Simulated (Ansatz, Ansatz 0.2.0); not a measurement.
# The shortest Yb–Yb distance in YbNiGa4: PBEsol, LDA and the effect of dispersion

## Experiment

The reference is taken from "Pressure dependent intermediate valence behavior in YbNiGa$_{4}$ and YbNiIn$_{4}$" (2018, arXiv:1812.06074). Arc-melted and annealed polycrystals were compressed in diamond anvil cells at room temperature. Synchrotron powder diffraction followed the lattice, and X-ray absorption and resonant emission at the Yb L3 edge followed the valence. We compare with the Yb–Yb spacing at ambient pressure, 4.07 Å. This number comes from a passing remark in a comparison with theory. It is the largest spacing in the data set and is taken here as the ambient-pressure value, so it carries less weight than a refined lattice constant reported for its own sake.

| compared with | measured | source's wording or label | T (K) | method |
| --- | --- | --- | --- | --- |
| Yb–Yb distance 1 (Å) | 4.07 | Yb-Yb spacing at ambient pressure | room temperature | powder XRD |

Conditions are those given with the value in the passage it was taken from; "not stated" means there, and the paper may say more elsewhere. The values are a selection: others may have been left out beforehand as unlike or outlying.

## Plan

We want the shortest Yb–Yb distance within 1 % of the measured one, that is within about 0.04 Å. A tolerance of this size is useful because the choice of semilocal functional commonly moves a metallic lattice constant by one or two per cent, and a change of Yb valence can move it by a similar amount. Thermal expansion up to room temperature should account for a few tenths of a per cent, so a good static cell ought to come out slightly short.

The model is the 12-atom primitive cell without spin polarisation, with cell and atoms relaxed. In the starting structure the distance equals the lattice constant $a$: it joins Yb atoms related by a lattice translation. It therefore tests the cell and not the internal coordinates. The starting value of 4.108 Å is itself a product of earlier theory and already lies 0.038 Å above experiment, so it lends no independent support.

We go straight to PBEsol, which is usually reliable for the lattice constants of dense intermetallics. LDA alone would probably give too short a cell, and a coarse mesh or reduced cutoff would blur a difference of this size. LDA at the same settings serves as the neighbouring level, and tighter sampling and a larger basis follow. No semilocal functional describes the fluctuating 4f valence properly, so agreement in length would not establish the valence.

Plain PBE isn't shown in this study.

System: YbNiGa4, orthorhombic Cmcm; Cmcm (No. 63), 12 atoms in the primitive cell; the database structure is a structure relaxed by earlier theory (a GGA or r2SCAN, not named), not a measurement: a = 4.108 Å, b = 15.333 Å, c = 6.572 Å; structure from the Materials Project.

On the selection of runs and values: Further runs on this system are not shown.

## 1. PBEsol with LDA for scale

We relax the cell with PBEsol and, at identical mesh and cutoff, with LDA. We expect PBEsol close to the measured spacing or a little below it, and LDA shorter by roughly one per cent. The three lattice constants will also show whether the functional changes the cell evenly or mainly along one axis.

**Run 1.** Ansatz 0.2.0: PBEsol, cell and atoms relaxed from the database structure, PAW set soft_2, cutoff 420 eV (default), 6x6x4 k mesh, Gaussian smearing 0.1 eV.

Key lines of the input:
```
crystal:
  # lattice and atoms
kpoints:
  mp_grid: { grid: [6, 6, 4] }
hamiltonian:
  xc: pbesol
scf:
  occupations: { method: gaussian, width: 0.1 }
output:
  forces: true
  stress: true
relax:
  adjacent_minimum: "off"
  f_tol: 0.005
  max_steps: 60
  cell: { stress_tol: 0.03 }
```

Command:
```
ansatz run input.yaml --threads 4 --pin off --max-ram 16384MiB --backend cpu --events-out ev --progress --plain --runs-dir out
```

Selected lines of the output:
```
relax step   1: F+E_penalty+E_count = -68914.87798425 eV  [...]  max|allowed force component| = 2.504e-1 eV/Å  [...]  P = -4.282 GPa  Ω = 206.969 Å³  (10 SCF iters, dr2 threshold 1.00e-7 [...]
relax step   6: F+E_penalty+E_count = -68915.06080377 eV  [...]  max|allowed force component| = 1.960e-3 eV/Å  [...]  P = +0.010 GPa  Ω = 195.946 Å³  [...]
relax step   7: F+E_penalty+E_count = -68915.05731678 eV  [...]  max|allowed force component| = 2.289e-3 eV/Å  [...]  P = +0.012 GPa  Ω = 195.946 Å³  [...]
```

Converged; 3 min on 4 cores of Arm Neoverse V1, shared host.

**Run 2.** Ansatz 0.2.0: LDA, cell and atoms relaxed from the database structure, PAW set soft_2, cutoff 420 eV (default), 6x6x4 k mesh, Gaussian smearing 0.1 eV.

Key lines of the input, as changed from run 1:
```diff
  hamiltonian:
-   xc: pbesol
+   xc: lda
```

Selected lines of the output:
```
relax step   1: F+E_penalty+E_count = -68330.21012369 eV  [...]  max|allowed force component| = 2.157e-1 eV/Å  [...]  P = -7.463 GPa  Ω = 206.969 Å³  (11 SCF iters, dr2 threshold 1.00e-7 [...]
relax step   8: F+E_penalty+E_count = -68330.70559914 eV  [...]  max|allowed force component| = 6.489e-4 eV/Å  [...]  P = -0.008 GPa  Ω = 188.547 Å³  [...]
```

Converged; took 3.5 min.

| quantity | run 1 | run 2 | measured |
| --- | --- | --- | --- |
| Yb–Yb distance 1 (Å) | 4.064 | 4.016 | 4.07 |
| a (Å) | 4.064 | 4.016 |  |
| b (Å) | 15.139 | 14.966 |  |
| c (Å) | 6.369 | 6.274 |  |

PBEsol gives 4.064 Å, only 0.006 Å below the measured spacing and well inside the 1 % target. LDA gives 4.016 Å, which is 0.054 Å or 1.3 % short and misses. From PBEsol to LDA all three axes shrink by similar fractions, $c$ slightly more than the others, so the functional acts mostly as a change of overall scale.

The change from the starting structure is much less even. With PBEsol, $a$ and $b$ contract by little more than one per cent but $c$ by about three, and the primitive volume falls from 206.969 to 195.946 Å³. A different treatment of the Yb 4f electrons in the earlier calculation could contribute to this, though that is a conjecture. Either way, the Yb–Yb distance along $a$ is a mild test: two cells that differ by five per cent in volume both lie within 1 % of the reference.

## 2. Sampling, basis and dispersion

We repeat the LDA relaxation once with an 8×8×6 mesh and once with a 590 eV cutoff. These measure the numerical sensitivity at the LDA level and test whether its miss survives; for PBEsol they are only a guide. For PBEsol itself we add D3(BJ) dispersion, which tests how far the result depends on that choice. We expect the numerical changes to be small beside the 0.048 Å between the functionals, and dispersion to shorten the distance.

**Run 3.** Ansatz 0.2.0: LDA, cell and atoms relaxed from the database structure, PAW set soft_2, cutoff 420 eV (default), 8x8x6 k mesh, Gaussian smearing 0.1 eV.

Key lines of the input, as changed from run 2:
```diff
  kpoints:
-   mp_grid: { grid: [6, 6, 4] }
+   mp_grid: { grid: [8, 8, 6] }
```

Command:
```
ansatz run input.yaml --threads 8 --pin off --max-ram 16384MiB --backend cpu --events-out ev --progress --plain --runs-dir out
```

Selected lines of the output:
```
relax step   1: F+E_penalty+E_count = -68330.20394823 eV  [...]  max|allowed force component| = 2.135e-1 eV/Å  [...]  P = -7.511 GPa  Ω = 206.969 Å³  (11 SCF iters, dr2 threshold 1.00e-7 [...]
relax step   7: F+E_penalty+E_count = -68330.70086976 eV  [...]  max|allowed force component| = 2.586e-3 eV/Å  [...]  P = +0.004 GPa  Ω = 188.525 Å³  [...]
```

Converged; 2.6 min on 8 cores of Arm Neoverse V2, shared host.

**Run 4.** Ansatz 0.2.0: LDA, cell and atoms relaxed from the database structure, PAW set soft_2, cutoff 590 eV, 6x6x4 k mesh, Gaussian smearing 0.1 eV.

Key lines of the input, as changed from run 2:
```diff
+ basis:
+   ecutwfc: 590.0
```

Selected lines of the output:
```
relax step   1: F+E_penalty+E_count = -68330.22259507 eV  [...]  max|allowed force component| = 2.155e-1 eV/Å  [...]  P = -7.465 GPa  Ω = 206.969 Å³  (11 SCF iters, dr2 threshold 1.00e-7 [...]
```

Converged; took 2.2 min.

**Run 5.** Ansatz 0.2.0: PBEsol+D3(BJ), cell and atoms relaxed from the database structure, PAW set soft_2, cutoff 420 eV (default), 6x6x4 k mesh, Gaussian smearing 0.1 eV.

Key lines of the input, as changed from run 1:
```diff
  hamiltonian:
+   dispersion: d3bj
```

Selected lines of the output:
```
relax step   1: F+E_penalty+E_count = -68919.38120682 eV  [...]  max|allowed force component| = 2.570e-1 eV/Å  [...]  P = -7.808 GPa  Ω = 206.969 Å³  (10 SCF iters, dr2 threshold 1.00e-7 [...]
relax step   7: F+E_penalty+E_count = -68919.93065242 eV  [...]  max|allowed force component| = 6.005e-4 eV/Å  [...]  P = -0.004 GPa  Ω = 187.624 Å³  [...]
relax step   8: F+E_penalty+E_count = -68919.92447751 eV  [...]  max|allowed force component| = 3.394e-4 eV/Å  [...]  P = -0.006 GPa  Ω = 187.624 Å³  [...]
```

Converged; took 89 s.

| quantity | run 3 | run 4 | run 5 | measured |
| --- | --- | --- | --- | --- |
| Yb–Yb distance 1 (Å) | 4.008 | 4.016 | 4.010 | 4.07 |
| a (Å) | 4.008 | 4.016 | 4.010 |  |
| b (Å) | 14.994 | 14.965 | 14.936 |  |
| c (Å) | 6.274 | 6.273 | 6.264 |  |

The denser mesh shortens the LDA distance by 0.008 Å to 4.008 Å and lengthens $b$ by 0.028 Å, while the volume hardly changes. Sampling therefore shifts the balance between the axes more than the overall size. Raising the cutoff to 590 eV leaves the distance at 4.016 Å. The LDA miss survives both changes, and the denser mesh widens it slightly.

These checks were made with LDA and do not establish convergence for PBEsol. They do show that a mesh effect can be as large as the 0.006 Å between PBEsol and experiment, so we attach no meaning to agreement that close. The PBEsol distance lies 0.035 Å inside the lower edge of the target, about four times the mesh shift found with LDA.

Adding D3(BJ) to PBEsol shortens the distance by 0.054 Å to 4.010 Å, which misses by 1.5 %. The volume drops to 187.624 Å³, slightly below that of LDA at the same mesh and cutoff. A pairwise correction built from atomic dispersion coefficients neglects much of the screening in a metal, and overbinding is a plausible result. The unsettled Yb valence prevents us from assigning the whole miss to that cause.

## Summary of runs

| run | settings | Yb–Yb distance 1 (Å) | deviation | cost |
| --- | --- | --- | --- | --- |
| 1 | PBEsol, cutoff 420 eV (default), 6x6x4 k mesh | 4.064 | −0.006 (−0.1 %) | 12 core-min |
| 2 | LDA, cutoff 420 eV (default), 6x6x4 k mesh | 4.016 | −0.054 (−1.3 %) | 14 core-min |
| 3 | LDA, cutoff 420 eV (default), 8x8x6 k mesh | 4.008 | −0.062 (−1.5 %) | 21 core-min |
| 4 | LDA, cutoff 590 eV, 6x6x4 k mesh | 4.016 | −0.054 (−1.3 %) | 17 core-min |
| 5 | PBEsol+D3(BJ), cutoff 420 eV (default), 6x6x4 k mesh | 4.010 | −0.060 (−1.5 %) | 12 core-min |
|  | measured | 4.07 |  |  |

Further runs on the same system, made beside this series (convergence steps with loose settings among them):

| further | settings | Yb–Yb distance 1 (Å) | deviation | cost | status |
| --- | --- | --- | --- | --- | --- |
| F1 | r2SCAN+rVV10, cell and atoms relaxed from the database structure, cutoff 500 eV (default), 6x6x4 k mesh | 4.065 | −0.005 (−0.1 %) | 27 core-min |  |
| F2 | r2SCAN, cell and atoms relaxed from the database structure, cutoff 500 eV (default), 6x6x4 k mesh | 4.082 | +0.012 (+0.3 %) | 26 core-min |  |
| F3 | BLYP+D3(BJ), cell and atoms relaxed from the database structure, cutoff 420 eV (default), 6x6x4 k mesh | 4.081 | +0.011 (+0.3 %) | 11 core-min |  |
| F4 | r2SCAN, cell and atoms relaxed from the database structure, cutoff 500 eV (default), 4x4x2 k mesh | 4.076 | +0.006 (+0.1 %) | 7.9 core-min |  |
| F5 | LDA, cell and atoms relaxed from the database structure, cutoff 420 eV (default), 4x4x2 k mesh | 4.027 | −0.043 (−1.1 %) | 5.8 core-min |  |
| F6 | LDA, atoms relaxed in the database cell, cutoff 420 eV (default), 6x6x4 k mesh | 4.108 | +0.038 (+0.9 %) | 7 core-min | warnings: stress_scf_threshold_loose |
|  | measured | 4.07 |  |  |  |

## Verdict

PBEsol meets the 1 % target. It gives a shortest Yb–Yb distance of 4.064 Å against the measured 4.07 Å, at a cost of 12 core-minutes. The reference is a passing remark taken as the ambient-pressure value, so the closeness of the match deserves little weight.

r2SCAN, with and without rVV10, and BLYP+D3(BJ) also fall within the target, and the differences among these levels are too small to rank them. LDA misses by 1.3 to 1.5 % on the two denser meshes. Thermal expansion of a few tenths of a per cent would narrow that miss, perhaps enough to bring the 6×6×4 result to the edge of the target, and would leave PBEsol within it.

The direct comparison of PBEsol with LDA mattered most. D3(BJ) shortened the PBEsol distance by 0.054 Å and turned a pass into a miss, probably through overbinding in a metal. The higher cutoff left the LDA distance unchanged. Denser meshes shortened it steadily, from 4.027 to 4.016 and 4.008 Å, whereas r2SCAN lengthened from 4.076 to 4.082 Å. The mesh effect therefore cannot be carried over to PBEsol, whose own sampling error is not shown in this report. A mesh check with PBEsol would have served the verdict better than the one with LDA.

The agreement concerns one lattice constant. The starting cell, with a volume over five per cent larger than that of PBEsol, would also pass, so the distance says little about the volume or the other two axes, which are not compared here. Nor does it show that the intermediate Yb valence is described correctly: an error in the 4f treatment may be offset by one in the general bonding. A calculation that treats the 4f correlations explicitly, such as DFT+DMFT, would address that question.

[Logs are printed without paths, hosts, clocks, repeated set-up lines and the standing remarks that a program may print on its own settings, such as how far it seeks lower states.]

[The runs shown are a pick from a larger set of finished runs; failed, doubtful and other runs were left out of it ahead of writing. So were measured values far from every level or from commonly accepted values, and agreement can look better than it is. Lines of input and output are excerpts and may be shortened.]
